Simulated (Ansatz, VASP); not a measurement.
**Two plane-wave programs on Au**

Contents of INCAR:

```
SYSTEM = Au
ALGO = Normal
EDIFF = 1E-6
EDIFFG = -0.02
ENCUT = 600
GGA = RP
IBRION = 2
ISIF = 3
ISMEAR = -1
IVDW = 12
LASPH = .True.
LCHARG = .False.
LREAL = .False.
LWAVE = .False.
NELM = 60
NSW = 60
PREC = Accurate
SIGMA = 0.05
```

KPOINTS

```
k-points
0
Gamma
  11 11 11
  0 0 0
```

POSCAR

```
Au
1.0
    0.0000000000      2.0350000000      2.0350000000
    2.0350000000      0.0000000000      2.0350000000
    2.0350000000      2.0350000000      0.0000000000
Au
1
Direct
    0.0000000000      0.0000000000      0.0000000000
```

File input.yaml:

```yaml
crystal:
  lattice:
    - [0.0, 2.035, 2.035]
    - [2.035, 0.0, 2.035]
    - [2.035, 2.035, 0.0]
  atoms:
    - { symbol: Au, position: [0.0, 0.0, 0.0] }
hamiltonian:
  xc: rpbe
  pseudopotentials: { kind: paw }
  dispersion: d3bj
kpoints:
  mp_grid: { grid: [11, 11, 11] }
scf:
  occupations: { method: fermi_dirac, width: 0.05 }
output:
  forces: true
  stress: true
  write_density: true
  write_potential: true
  elf: true
  volumetric_format: npy
relax:
  f_tol: 0.01
  max_steps: 40
  cell: { stress_tol: 0.05 }
```

Alike in both runs: task relaxation of cell and atoms; functional RPBE; dispersion D3(BJ); k mesh 11 × 11 × 11; occupations fermi-dirac, width 0.05 eV; no spin polarisation.

|  | VASP | Ansatz |
| --- | --- | --- |
| version | VASP 6.6.1 | Ansatz 0.2.0 |
| potentials or method | VASP PAW PBE potentials, release 64 (Au) | Ansatz PAW |
| plane-wave cutoff (eV) | 600 | 420 |
| valence electrons in the cell | 11 | 19 |

```csv
,VASP,Ansatz,Ansatz less VASP
"gap on the k mesh at the Fermi level, each at its own relaxed structure (eV)",none,none,-
relaxed volume (Å³/atom),14.96,14.98,+0.018
relaxed cell length with the largest relative difference (Å),2.766,2.767,+0.0011
energy change over the relaxation (meV/atom),-173,-170,+3.5
```

A gap of «none» marks a metal or a gap that the smearing closes. The two sets of potentials don't hold the same shells in valence.

Caveats: the volume moved by -11 % from the deposited cell, more than functionals usually miss; pairwise dispersion overbinds metals, which lowers pressure and volume; the PAW data sets were made with another functional, which shifts forces and pressure a little (VASP); the plane-wave basis is chosen anew once the cell has moved, so the energies of steps on either side of that aren't comparable (Ansatz); the PAW data sets come from PBE, with cores solved anew for the run's functional, which leaves a small shift of forces and pressure (Ansatz). Spin-orbit coupling is left out, which matters for the levels of Au.
